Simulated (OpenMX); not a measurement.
ZnSe (Stilleite) under changes of volume

One of the cells (22.757 Å³/atom); the others are scaled copies at fixed shape and fractional positions:

```
Se Zn
1.0
     0.00000    2.83380    2.83380
     2.83380    0.00000    2.83380
     2.83380    2.83380    0.00000
Se Zn
1 1
Direct
  0.75000 0.75000 0.75000
  0.00000 0.00000 0.00000
```

| Property | Result |
| --- | --- |
| Program | OpenMX 3.8.5 |
| Functional | LDA |
| Potentials or basis | OpenMX 2013 LDA set, Se7.0-s3p2d2, Zn6.0H-s3p2d2, fixed grid of 45 × 45 × 45 points |
| k mesh | 9 × 9 × 9 |
| Occupations | fermi-dirac, width 0.05 eV |
| Spin | no spin polarisation |

```csv
volume (Å³/atom),energy over the lowest point (meV/atom),gap on the mesh (eV)
21.391,6.52,1.65
21.846,1.21,1.54
22.301,0.00,1.43
22.757,2.40,1.32
23.212,?,?
23.667,17.82,1.13
24.122,29.52,1.03
```

Problem. What does the run at 23.212 Å³/atom give?

Solution. Energy over the lowest point 8.65 meV/atom; gap on the mesh 1.22 eV.

Worked out: A Birch-Murnaghan fit of order 3 (a polynomial in V^(-2/3)) to the other rows has its minimum at 22.21 Å³/atom with B0 = V·E''(V) = 67 GPa and B' = 4.1. It gives 8.58 meV/atom at 23.212 Å³/atom, against the run's 8.65. A straight line through the other rows of the gap, of slope -5.14 eV per unit of ln V (its deformation potential), gives 1.23 eV, against the run's 1.22.

Energies are extrapolated to zero smearing.

Caveats: the basis of atomic orbitals isn't converged, which shifts pressures, moduli and gaps.

Spin-orbit coupling on Se is left out.
